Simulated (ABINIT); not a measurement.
AlN:

```
CELL_PARAMETERS angstrom
0.00000 2.18399 2.18399
2.18399 0.00000 2.18399
2.18399 2.18399 0.00000
ATOMIC_POSITIONS crystal
Al 0.00000 0.00000 0.00000
N 0.25000 0.25000 0.25000
```

Measurements of this composition are mostly on another form, of space group No. 186.

Base run:

```yaml
Program: ABINIT 10.8.3 (patched build)
Functional: PBE0
Potentials_or_basis: SPMS NC PBE v1.0
Cutoff: 952 eV
k_mesh: 6 × 6 × 6
Occupations: fermi-dirac, width 0.05 eV
Spin: no spin polarisation
```

Its results: band gap on the k mesh 3.72 eV, indirect (least direct gap 4.65 eV).

Task: The run is repeated on the same cell with these changes: share of exact exchange from 0.05 to 0.5. What comes out?

Result: Band gap on the k mesh 7.39 eV, indirect (least direct gap 8.70 eV).

Caveats: exact exchange is summed on a coarse mesh, which widens gaps by tenths of an eV.

A k mesh can miss the band edges.
